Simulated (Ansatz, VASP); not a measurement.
**Two plane-wave programs on AlN**

Contents of POSCAR:

```
AlN
1.0
    2.8504878489      0.0000000000      0.0000000000
   -1.4252439245      2.4685948904      0.0000000000
    0.0000000000      0.0000000000      5.9294870806
Al N
2 2
Direct
    0.3333333333      0.6666666667      0.0000000000
    0.6666666667      0.3333333333      0.5000000000
    0.3333333333      0.6666666667      0.3850000000
    0.6666666667      0.3333333333      0.8850000000
```

File INCAR.step1:

```
  PREC = Accurate
  ENCUT = 520
  ISMEAR = 0
  SIGMA = 0.05
  LREAL = F
  LASPH = T
  NELM = 80
  NBANDS = 16
  GGA = PE
  ALGO = Normal
  EDIFF = 1E-4
  LWAVE = T
  LCHARG = F
```

Contents of INCAR.step2:

```
  PREC = Accurate
  ENCUT = 520
  EDIFF = 1E-6
  ISMEAR = 0
  SIGMA = 0.05
  LREAL = F
  LASPH = T
  NELM = 80
  ALGO = Normal
  ISIF = 2
  LWAVE = F
  LCHARG = F
  METAGGA = R2SCAN
  LMIXTAU = T
  NBANDS = 16
  ISTART = 1
```

The input KPOINTS:

```
Automatic mesh
0
Gamma
  12 12 6
```

Input for Ansatz:

```yaml
crystal:
  lattice:
    - [2.8504878489, 0.0, 0.0]
    - [-1.4252439245, 2.4685948904, 0.0]
    - [0.0, 0.0, 5.9294870806]
  atoms:
    - { symbol: Al, position: [0.3333333333, 0.6666666667, 0.0] }
    - { symbol: Al, position: [0.6666666667, 0.3333333333, 0.5] }
    - { symbol: "N", position: [0.3333333333, 0.6666666667, 0.385] }
    - { symbol: "N", position: [0.6666666667, 0.3333333333, 0.885] }
basis:
  ecutwfc: 500
kpoints:
  mp_grid: { grid: [12, 12, 6] }
hamiltonian:
  xc: r2scan
scf:
  occupations: { method: gaussian, width: 0.05 }
output:
  forces: true
  stress: true
  eigenvalues: true
```

Alike in both runs: task single point; functional r2SCAN; k mesh 12 × 12 × 6; occupations gaussian, width 0.05 eV; no spin polarisation.

```csv
,VASP,Ansatz
version,VASP 6.6.1,Ansatz 0.2.0
potentials or method,"VASP PAW PBE potentials, release 64 (Al, N)","scalar-relativistic, plane waves, PAW"
plane-wave cutoff (eV),520,500
valence electrons in the cell,16,16
```

```csv
,VASP,Ansatz,Ansatz less VASP
gap on the k mesh at the Fermi level (eV),2.39,2.39,-0.001
least direct gap on the mesh (eV),2.39,2.39,-0.001
pressure (GPa),19.4,19.4,0.00
largest component of the traceless stress (GPa),64.13,63.37,-0.759
rms of the force components (eV/Å),0.429,0.409,-0.0198
```

Atom by atom the forces differ by 0.020 eV/Å (rms over components). With one functional, cell and mesh, what is left measures potentials, basis and numerics.

Caveats: so large a pressure means that the cell lies far from this level's equilibrium, or that cutoff or potentials fall short (VASP); the potentials were made for another functional, which shifts forces and pressure (VASP). A k mesh can miss the band edges. r2SCAN opens gaps a little over a GGA but as a rule still falls short of measured ones.
